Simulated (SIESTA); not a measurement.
Crystal: PbSe (Clausthalite).

```
Pb Se
1.0
     0.00000    3.06065    3.06065
     3.06065    0.00000    3.06065
     3.06065    3.06065    0.00000
Pb Se
1 1
Direct
  0.00000 0.00000 0.00000
  0.50000 0.50000 0.50000
```

Base run:

```yaml
Program: SIESTA 5.4.2
Functional: PBE
Potentials_or_basis: PseudoDojo 0.4 standard (PBE files)
Basis: TZDP (energy shift 0.003 Ry; two zetas on semicore shells)
Grid_cutoff: 500 Ry
Energy_shift: 0.003 Ry
k_mesh: 8 × 8 × 8
Occupations: fermi-dirac, width 0.05 eV
Spin: no spin polarisation
```

Its results: band gap on the k mesh 0.35 eV, direct; pressure 3.0 GPa.

Q: The run is repeated on the same cell with these changes: basis from TZDP (energy shift 0.003 Ry; two zetas on semicore shells) to SZ (energy shift 0.003 Ry). What comes out?

A: Band gap on the k mesh 0.56 eV, direct; pressure 6.2 GPa.

Caveats: spin-orbit coupling is left out, which as a rule narrows the gap of such compounds by several tenths of an eV; the basis of atomic orbitals isn't converged, which shifts pressures, moduli and gaps; the basis has no polarisation orbitals (some runs).
